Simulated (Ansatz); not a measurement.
A run of Ansatz 0.2.0:

Contents of input.yaml:

```yaml
crystal:
  lattice:
    - [3.5230547267, 0.0, 0.0]
    - [0.0, 3.5230547267, 0.0]
    - [0.0, 0.0, 3.5230547267]
  atoms:
    - { symbol: Ni, position: [0.5, 0.5, 0.0], spin: 2.5 }
    - { symbol: Ni, position: [0.5, 0.0, 0.5], spin: 2.5 }
    - { symbol: Ni, position: [0.0, 0.5, 0.5], spin: 2.5 }
    - { symbol: Al, position: [0.0, 0.0, 0.0] }
hamiltonian:
  xc: pbe
  pseudopotentials: { kind: paw }
magnetization:
  spin_polarized: true
kpoints:
  mp_grid: { grid: [8, 8, 8] }
scf:
  occupations: { method: fermi_dirac, width: 0.05 }
output:
  forces: true
  stress: true
  eigenvalues: true
  write_density: true
  write_potential: true
  elf: true
  volumetric_format: npy
```

Potentials or basis: Ansatz PAW.

The run is started by

```console
$ ansatz run input.yaml --threads 2 --pin off --max-ram 5632MiB --backend cpu --events-out ev --progress --plain --runs-dir out
```

Hardware: 2 threads of Arm Neoverse V1, with other jobs on the host.

Q: How long does it take, and how much memory?

A: Run time: 7.5 s on 2 threads of Arm Neoverse V1, with other jobs on the host, peak memory 0.42 GiB. Counts: scf iterations 12, plane waves 847, k points 35, bands 39.
